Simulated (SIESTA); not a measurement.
Si:

```xyz
2
Lattice="0.0000 2.7219 2.7219 2.7219 0.0000 2.7219 2.7219 2.7219 0.0000" Properties=species:S:1:pos:R:3 pbc="T T T"
Si    2.7219    2.7219    2.7219
Si    4.0828    4.0828    4.0828
```

Base run:

```yaml
Program: SIESTA 5.4.2
Functional: vdW-DF2
Potentials_or_basis: PseudoDojo 0.4 standard (PBE files)
Basis: DZP (energy shift 0.002 Ry)
Grid_cutoff: 500 Ry
Energy_shift: 0.002 Ry
k_mesh: 8 × 8 × 8
Occupations: fermi-dirac, width 0.05 eV
Spin: no spin polarisation
```

Its results: band gap on the k mesh 0.94 eV, indirect (least direct gap 2.81 eV); pressure 6.5 GPa.

Question: After a change of settings the same cell gave: band gap on the k mesh 0.58 eV, indirect (least direct gap 2.56 eV); pressure 1.7 GPa. Which change was it?
A. functional from vdW-DF2 to vdW-DF-C09
B. functional from vdW-DF2 to PW91
C. functional from vdW-DF2 to PBE; potentials or basis from PseudoDojo 0.4 standard (PBE files) to Ansatz (PBE files)

Answer: A.

Caveats: the potentials were made for another functional, which shifts forces and pressure; the basis of atomic orbitals isn't converged, which shifts pressures, moduli and gaps.

Not every run made on this cell is shown here.
